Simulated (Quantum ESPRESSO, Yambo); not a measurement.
Planning a run of Yambo 5.3.0 on SiC (F-43m). The input:

```
HF_and_locXC
gw0
dyson
ppa
em1d
rim_cut
RandQpts= 1000000
RandGvec= 1 RL
EXXRLvcs= 74 Ry
VXCRLvcs= 296 Ry
Chimod= "HARTREE"
% BndsRnXp
 1 | 37 |
%
NGsBlkXp= 8 Ry
% LongDrXp
 1 | 1 | 1 |
%
% GbndRnge
 1 | 37 |
%
DysSolver= "n"
ExtendOut
PPAPntXp= 27.21138 eV
% QPkrange
 1 | 1 | 3 | 6 |
 13 | 13 | 3 | 6 |
%
```

```sh
OMP_NUM_THREADS=1 mpirun -n 8 yambo -F gw3.in -J gw3 -C gw3 > gw3.log
```

The stored states that it reads are on a 6×6×6 mesh. The structure is cubic, space group F-43m (No. 216). The conventional cell has a = 4.358 Å, b = 4.358 Å, c = 4.358 Å, α = 90.00°, β = 90.00°, γ = 90.00°. Si has 4 C at 1.89 Å nearest. Nearest to C lie 4 Si at 1.89 Å. Farther neighbours are not listed.

How long will it take on 8 MPI ranks of Arm Neoverse V1, shared host, and how much memory?

It took 31 s; on shared hardware allow 15 s to 61 s. Peak host memory was 2.3 GiB.

The screening grows as filled bands × empty bands × pairs of k points, times the square of the screening basis for the matrix.

[Paths, hosts, dates, memory and timing lines, banners, echoed tables and standing remarks are left out of the program output.]

[Logs are printed without paths, hosts, clocks, repeated set-up lines and the standing remarks that a program may print on its own settings, such as how far it seeks lower states.]

[Runs of the session that timed out or met a known fault of the program may be left out.]

[Hosts, paths, dates, database ids (printed as entryN), source tags and the programs' standing remarks are cut or masked in the printed files.]
